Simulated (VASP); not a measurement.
# Mn (P6_3/mmc) in VASP: further runs

The runs below take Mn through single point, relaxation of cell and atoms, with PBE.

Program: VASP 6.6.1. These are calculated values, not measurements. Logs are shortened: lines on timing, memory, paths and dates and some standing lists are left out, and cuts for length are marked.

## (1) The structure

Symmetry: P6_3/mmc, No. 194, hexagonal system. Conventional cell: a = 2.481 Å, b = 2.481 Å, c = 4.016 Å, α = 90.00°, β = 90.00°, γ = 120.00°. Around Mn (site symmetry -6m2) lie 12 Mn at 2.47 to 2.48 Å.

This isn't the form of Mn at room conditions, which is a 58-atom cubic cell.

## (2) Single point, PBE

Contents of INCAR:

```
ALGO = Fast
EDIFF = 1E-7
ENCUT = 520
GGA = PE
ISIF = 2
ISMEAR = 0
LASPH = T
LCHARG = T
LELF = T
LREAL = F
LVHAR = T
LWAVE = F
NBANDS = 20
NELM = 100
PREC = Accurate
SIGMA = 0.1
```

Contents of KPOINTS:

```
k-points
0
Gamma
  21 21 10
```

Contents of POSCAR:

```
Mn
1.0
    2.4812626606      0.0000000000      0.0000000000
   -1.2406313303      2.1488364975      0.0000000000
    0.0000000000      0.0000000000      4.0155714931
Mn
2
Direct
    0.6666666667      0.3333333333      0.7500000000
    0.3333333333      0.6666666667      0.2500000000
```

Potentials or basis: VASP PAW PBE potentials, release 64 (Mn_pv).

Command:

```bash
$ cat potpaw_PBE.64/Mn_pv/POTCAR > POTCAR
$ mpirun -np 1 vasp_std > vasp.out
```

OUTCAR:

```text
EDIFF = 1E-7
   ENCUT = 520
   GGA = PE
   ISIF = 2
   ISMEAR = 0
   LASPH = T
   LREAL = F
   NELM = 100
   PREC = Accurate

 ion  position               nearest neighbor table
   1  0.667  0.333  0.750-   2 2.47   2 2.47   2 2.47   2 2.47   2 2.47   2 2.47
   2  0.333  0.667  0.250-   1 2.47   1 2.47   1 2.47   1 2.47   1 2.47   1 2.47

  LATTYP: Found a hexagonal cell.
 ALAT       =     2.4812626606
 C/A-ratio  =     1.6183580871

  Lattice vectors:

 A1 = (   2.4812626606,   0.0000000000,   0.0000000000)
 A2 = (  -1.2406313303,   2.1488364975,   0.0000000000)
 A3 = (   0.0000000000,   0.0000000000,   4.0155714931)

Analysis of symmetry for initial positions (statically):
=====================================================================
 Subroutine PRICEL returns:
 Original cell was already a primitive cell.

 Routine SETGRP: Setting up the symmetry group for a
 hexagonal supercell.

 Subroutine GETGRP returns: Found 24 space group operations
 (whereof 12 operations were pure point group operations)
 out of a pool of 24 trial point group operations.

The static configuration has the point symmetry D_3d.
 The point group associated with its full space group is D_6h.

Analysis of symmetry for dynamics (positions and initial velocities):
=====================================================================
 Subroutine PRICEL returns:
 Original cell was already a primitive cell.

 Routine SETGRP: Setting up the symmetry group for a
 hexagonal supercell.

 Subroutine GETGRP returns: Found 24 space group operations
 (whereof 12 operations were pure point group operations)
 out of a pool of 24 trial point group operations.

The dynamic configuration has the point symmetry D_3d.
 The point group associated with its full space group is D_6h.

 Subroutine INISYM returns: Found 24 space group operations
 (whereof 12 operations are pure point group operations),
 and found     1 'primitive' translations

----------------------------------------------------------------------------------------

                                     Primitive cell

  volume of cell :      21.4103

  direct lattice vectors                    reciprocal lattice vectors
     2.481262661  0.000000000  0.000000000     0.403020614  0.232684060  0.000000000
    -1.240631330  2.148836498  0.000000000     0.000000000  0.465368120  0.000000000
     0.000000000  0.000000000  4.015571493     0.000000000  0.000000000  0.249030556

  length of vectors
     2.481262661  2.481262661  4.015571493     0.465368120  0.465368120  0.249030556

  position of ions in fractional coordinates (direct lattice)
     0.666666667  0.333333333  0.750000000
     0.333333333  0.666666667  0.250000000

  ion indices of the primitive-cell ions
   primitive index   ion index
                 1           1
                 2           2

----------------------------------------------------------------------------------------

 KPOINTS: k-points

Automatic generation of k-mesh.
 Grid dimensions read from file:
 generate k-points for:   21   21   10

 Generating k-lattice:

  Cartesian coordinates                     Fractional coordinates (reciprocal lattice)
     0.019191458  0.011080193  0.000000000     0.047619048 -0.000000000  0.000000000
     0.000000000  0.022160387  0.000000000     0.000000000  0.047619048  0.000000000
     0.000000000  0.000000000  0.024903056     0.000000000  0.000000000  0.100000000

  Length of vectors
     0.022160387  0.022160387  0.024903056

  Shift w.r.t. Gamma in fractional coordinates (k-lattice)
     0.000000000  0.000000000  0.000000000

 Subroutine IBZKPT returns following result:
 ===========================================

 Found    288 irreducible k-points:

 Following reciprocal coordinates:
            Coordinates               Weight
  0.000000  0.000000  0.000000      1.000000
  0.047619  0.000000  0.000000      6.000000
  0.095238  0.000000  0.000000      6.000000
  0.142857  0.000000  0.000000      6.000000
  0.190476  0.000000  0.000000      6.000000
  0.238095  0.000000  0.000000      6.000000
[... 16 lines left out ...]
  0.142857  0.095238  0.000000     12.000000
  0.190476  0.095238  0.000000     12.000000
 [... further k-points ...]
   k-points           NKPTS =    288   k-points in BZ     NKDIM =    288   number of bands    NBANDS=     20
   number of dos      NEDOS =    301   number of ions     NIONS =      2
   total plane-waves  NPLWV =   9720
   dimension x,y,z NGX =    18 NGY =   18 NGZ =   30
   dimension x,y,z NGXF=    36 NGYF=   36 NGZF=   60
   ions per type =               2
   NGX,Y,Z   is equivalent  to a cutoff of  12.06, 12.06, 12.42 a.u.
   NGXF,Y,Z  is equivalent  to a cutoff of  24.12, 24.12, 24.84 a.u.
 SYSTEM =  unknown system
   PREC   = accura    normal or accurate (medium, high low for compatibility)
   ISTART =      0    job   : 0-new  1-cont  2-samecut
   ICHARG =      2    charge: 1-file 2-atom 10-const
   ISPIN  =      1    spin polarized calculation?
   LNONCOLLINEAR =      F non collinear calculations
   LSORBIT =      F    spin-orbit coupling
   LASPH  =      T    aspherical Exc in radial PAW
   ENCUT  =  520.0 eV  38.22 Ry    6.18 a.u.   4.61  4.61  7.47*2*pi/ulx,y,z
   NELM   =    100;   NELMIN=  2; NELMDL= -5     # of ELM steps
   EDIFF  = 0.1E-06   stopping-criterion for ELM
   LREAL  =      F    real-space projection
   EDIFFG = 0.1E-05   stopping-criterion for IOM
   NSW    =      0    number of steps for IOM
   IBRION =     -1    ionic relax: 0-MD 1-quasi-New 2-CG
   NFREE  =      0    steps in history (QN), initial steepest desc. (CG)
   ISIF   =      2    stress and relaxation
   ISYM   =      2    0-nonsym 1-usesym 2-fastsym
   POTIM  = 0.5000    time-step for ionic-motion
   TEBEG  =    0.0;   TEEND  =   0.0 temperature during run
   PSTRESS=    0.0 pullay stress
   NELECT =      26.0000    total number of electrons
   NUPDOWN=      -1.0000    fix difference up-down
   EMIN   =  10.00;   EMAX   =-10.00  energy-range for DOS
   EFERMI =   0.00;   METHOD = LEGACY
   ISMEAR =     0;   SIGMA  =   0.10  broadening in eV -4-tet -1-fermi 0-gaus
   EFERMI_NEDOS =   21; number of points for ismear=-14 and -15
   IALGO  =     68    algorithm
   IMIX   =      4    mixing-type and parameters
     AMIX     =   0.40;   BMIX     =  1.00
     AMIX_MAG =   1.60;   BMIX_MAG =  1.00
  volume/ion in A,a.u.               =      10.71        72.24
  Fermi-wavevector in a.u.,A,eV,Ry     =   1.746592  3.300580 41.505708  3.050583
  Thomas-Fermi vector in A             =   2.818056
   LORBIT       =      0    0 simple, 1 ext, 2 COOP (PROOUT), +10 PAW based schemes
   GGA     = PE    functional components
   LHFCALC =     F    Hartree Fock is set to
   AEXX    =    0.0000 exact exchange contribution
   IVDW    =     0    specifies the selected vdW correction
   LEPSILON=     F    determine dielectric tensor
   LRPA    =     F    only Hartree local field effects (RPA)
 non-spin polarized calculation
 RMM-DIIS sequential band-by-band and
 Gauss-broadening in eV      SIGMA  =   0.10
  energy-cutoff  :      520.00
  volume of cell :       21.41
 maximum number of plane-waves:       589
   NGX =  9   NGY =  9   NGZ = 15

 number of electron      26.0000028 magnetization

 Free energy of the ion-electron system (eV)
  ---------------------------------------------------
  ext. energy  EPLUGINS =         0.00000000
  ---------------------------------------------------
  free energy    TOTEN  =       -17.89501519 eV

  energy without entropy =      -17.88005237  energy(sigma->0) =      -17.88753378

 E-fermi :  10.4181     XC(G=0): -14.0423

 val. band max:       10.4160575911   @ k =   0.3810   0.0000   0.2000
 cond. band min:      10.4196519445   @ k =   0.2381   0.0952   0.5000
 fundamental gap:      0.0035943534
 Fermi energy:        10.4180784393

 k-point     1 :       0.0000    0.0000    0.0000
  band No.  band energies     occupation
      1     -37.8563      2.00000
      2     -37.1857      2.00000
      3     -37.1857      2.00000
      4     -37.0800      2.00000
      5     -37.0800      2.00000
      6     -37.0722      2.00000
[... 12 lines left out ...]
     19      19.7501      0.00000
     20      31.1949      0.00000

 k-point     2 :       0.0476    0.0000    0.0000
  band No.  band energies     occupation
      1     -37.8506      2.00000
      2     -37.1984      2.00000
      3     -37.1898      2.00000
      4     -37.0932      2.00000
      5     -37.0819      2.00000
      6     -37.0744      2.00000
[... 12 lines left out ...]
     19      19.7498      0.00000
     20      31.0620      0.00000

 k-point     3 :       0.0952    0.0000    0.0000
  band No.  band energies     occupation
      1     -37.8336      2.00000
      2     -37.2353      2.00000
      3     -37.2016      2.00000
      4     -37.1314      2.00000
      5     -37.0874      2.00000
      6     -37.0809      2.00000
[... 12 lines left out ...]
     19      19.7509      0.00000
     20      30.4632      0.00000

 k-point     4 :       0.1429    0.0000    0.0000
  band No.  band energies     occupation
      1     -37.8063      2.00000
      2     -37.2933      2.00000
      3     -37.2197      2.00000
      4     -37.1905      2.00000
      5     -37.0964      2.00000
      6     -37.0918      2.00000
[... 12 lines left out ...]
     19      19.7583      0.00000
     20      29.1132      0.00000

 k-point     5 :       0.1905    0.0000    0.0000
  band No.  band energies     occupation
      1     -37.7698      2.00000
      2     -37.3676      2.00000
      3     -37.2645      2.00000
      4     -37.2422      2.00000
      5     -37.1082      2.00000
      6     -37.1073      2.00000
[... 12 lines left out ...]
     19      19.7776      0.00000
     20      27.3435      0.00000

 k-point     6 :       0.2381    0.0000    0.0000
  band No.  band energies     occupation
      1     -37.7262      2.00000
      2     -37.4517      2.00000
      3     -37.3462      2.00000
      4     -37.2671      2.00000
      5     -37.1272      2.00000
      6     -37.1220      2.00000
[... 12 lines left out ...]
     19      19.8049      0.00000
     20      25.5031      0.00000

 k-point     7 :       0.2857    0.0000    0.0000
  band No.  band energies     occupation
      1     -37.6777      2.00000
      2     -37.5381      2.00000
      3     -37.4281      2.00000
      4     -37.2920      2.00000
      5     -37.1515      2.00000
      6     -37.1365      2.00000
[... 12 lines left out ...]
     19      19.7916      0.00000
     20      23.7931      0.00000
[... 277 lines left out ...]
 k-point    20 :       0.4286    0.0476    0.0000
  band No.  band energies     occupation
      1     -37.7482      2.00000
      2     -37.6210      2.00000
      3     -37.5189      2.00000
      4     -37.3590      2.00000
      5     -37.2494      2.00000
      6     -37.1817      2.00000
[... 12 lines left out ...]
     19      21.5781      0.00000
     20      22.5026      0.00000

 k-point    21 :       0.4762    0.0476    0.0000
  band No.  band energies     occupation
      1     -37.7610      2.00000
      2     -37.6322      2.00000
      3     -37.5055      2.00000
      4     -37.3628      2.00000
      5     -37.2592      2.00000
      6     -37.1841      2.00000
[... 12 lines left out ...]
     19      22.0505      0.00000
     20      22.7078      0.00000

 k-point    22 :       0.0952    0.0952    0.0000
  band No.  band energies     occupation
      1     -37.7903      2.00000
      2     -37.3150      2.00000
      3     -37.2644      2.00000
      4     -37.1923      2.00000
      5     -37.1094      2.00000
      6     -37.0984      2.00000
[... 12 lines left out ...]
     19      19.7709      0.00000
     20      28.8562      0.00000

 k-point    23 :       0.1429    0.0952    0.0000
  band No.  band energies     occupation
      1     -37.7547      2.00000
      2     -37.3781      2.00000
      3     -37.3256      2.00000
      4     -37.2251      2.00000
      5     -37.1266      2.00000
      6     -37.1140      2.00000
[... 12 lines left out ...]
     19      19.8069      0.00000
     20      27.3622      0.00000

 k-point    24 :       0.1905    0.0952    0.0000
  band No.  band energies     occupation
      1     -37.7120      2.00000
      2     -37.4542      2.00000
      3     -37.3910      2.00000
      4     -37.2606      2.00000
      5     -37.1447      2.00000
      6     -37.1340      2.00000
[... 12 lines left out ...]
     19      19.8660      0.00000
     20      25.5676      0.00000

 [... further k-points ...]

------------------------ aborting loop because EDIFF is reached ----------------------------------------

  FORCE on cell =-STRESS in cart. coord.  units (eV):
  Direction    XX          YY          ZZ          XY          YZ          ZX
  --------------------------------------------------------------------------------------
  -------------------------------------------------------------------------------------
  Total       -0.0058184     -0.0058184     -0.0318755      0.0000000      0.0000000      0.0000000
  in kB       -0.4354041     -0.4354041     -2.3853041      0.0000000      0.0000000      0.0000000
  external PRESSURE =      -1.0853708 kB  Pullay stress =       0.0000000 kB

 VOLUME and BASIS-vectors are now :
 -----------------------------------------------------------------------------
  energy-cutoff  :      520.00
  volume of cell :       21.41
      direct lattice vectors                 reciprocal lattice vectors
     2.481262661  0.000000000  0.000000000     0.403020614  0.232684060  0.000000000
    -1.240631330  2.148836498  0.000000000     0.000000000  0.465368120  0.000000000
     0.000000000  0.000000000  4.015571493     0.000000000  0.000000000  0.249030556

 POSITION                                       TOTAL-FORCE (eV/Angst)
 -----------------------------------------------------------------------------------
      1.24063      0.71628      3.01168         0.000000      0.000000      0.000000
     -0.00000      1.43256      1.00389        -0.000000      0.000000      0.000000
 -----------------------------------------------------------------------------------
    total drift:                               -0.000000      0.000000     -0.000000

  FREE ENERGIE OF THE ION-ELECTRON SYSTEM (eV)
  ---------------------------------------------------
  free  energy   TOTEN  =       -17.8950151900 eV

  energy  without entropy=      -17.8800523749  energy(sigma->0) =      -17.88753378
```

Wall time 71 s (1 thread of Intel Xeon Platinum 8488C (Sapphire Rapids), shared host); peak memory 0.2 GiB.

What came out:

```
Free energy            : -17.8950 eV
Pressure               : -0.1 GPa
Band gap on the k mesh : none (metal or under the smearing width)
```

Levels at points of the mesh, in eV from the Fermi level:
| k point | band 10 | band 11 | band 12 | band 13 | band 14 | band 15 | band 16 | band 17 |
| --- | --- | --- | --- | --- | --- | --- | --- | --- |
| (0.00, 0.00, 0.00) | -0.95 | -0.95 | -0.47 | -0.47 | 0.05 | 0.05 | 0.75 | 1.62 |
| (0.00, 0.00, 0.50) | -1.54 | -1.03 | -1.03 | -1.03 | -1.03 | 1.19 | 1.19 | 1.19 |

Caveat: the run has no spin polarisation, though such a crystal can be magnetic. Spin polarisation is off, so any magnetic state and its effect on volume and gap are missing.

(Part 1 of 2 ends here.)
